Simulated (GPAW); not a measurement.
The system is Ca.

```xyz
1
Lattice="0.0000 2.7942 2.7942 2.7942 0.0000 2.7942 2.7942 2.7942 0.0000" Properties=species:S:1:pos:R:3 pbc="T T T"
Ca    0.0000    0.0000    0.0000
```

Base run:

| Property | Result |
| --- | --- |
| Program | GPAW 26.7.0 |
| Functional | BLYP |
| Potentials or basis | PAW data sets generated in the run's folder for this functional |
| Cutoff | 600 eV |
| Basis | pw |
| k mesh | 8 × 8 × 8 |
| Occupations | fermi-dirac, width 0.05 eV |
| Spin | no spin polarisation |

Its results: pressure -0.4 GPa.

**Question.** After a change of settings the same cell gave: pressure -0.8 GPa. Which change was it?
A. functional from BLYP to revPBE; potentials or basis from PAW data sets generated in the run's folder for this functional to the program's PAW data sets (release 1.2.1) made for this functional
B. functional from BLYP to LDA; potentials or basis from PAW data sets generated in the run's folder for this functional to the program's PAW data sets (release 1.2.1) made for this functional
C. functional from BLYP to RPBE; potentials or basis from PAW data sets generated in the run's folder for this functional to the program's PAW data sets (release 1.2.1) made for this functional
D. functional from BLYP to AM05

**Answer.** D.

AM05 binds more tightly than BLYP, so the same cell stands under less pressure.

Not every run made on this cell is shown here.
